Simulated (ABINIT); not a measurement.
# HgTe (Coloradoite) in ABINIT: the effect of functional

The system is HgTe (Coloradoite).

```
Hg Te
1.0
     0.00000    3.21450    3.21450
     3.21450    0.00000    3.21450
     3.21450    3.21450    0.00000
Hg Te
1 1
Direct
  0.00000 0.00000 0.00000
  0.75000 0.75000 0.75000
```

Alike in all runs:

- Program: ABINIT 10.8.3 (patched build)
- Task: single point
- Potentials or basis: JTH PAW PBE v2.0
- Cutoff: 626 eV
- k mesh: 7 × 7 × 7
- Occupations: fermi-dirac, width 0.05 eV
- Spin: no spin polarisation

Task: One run gave: pressure 0.5 GPa. Which functional did it use?
A. BLYP
B. LDA
C. WC
D. revPBE
E. RPBE

Result: B.

| functional | pressure (GPa) |
| --- | --- |
| PBE | 4.8 |
| LDA | 0.5 |
| PBEsol | 2.1 |
| RPBE | 6.5 |
| BLYP | 8.1 |
| AM05 | 2.5 |
| r2SCAN | 3.4 |
| SCAN | 1.4 |
| revPBE | 6.0 |
| PW91 | 4.7 |
| WC | 2.2 |

Caveats: the PAW data sets were made with another functional, which shifts forces and pressure a little (some runs).
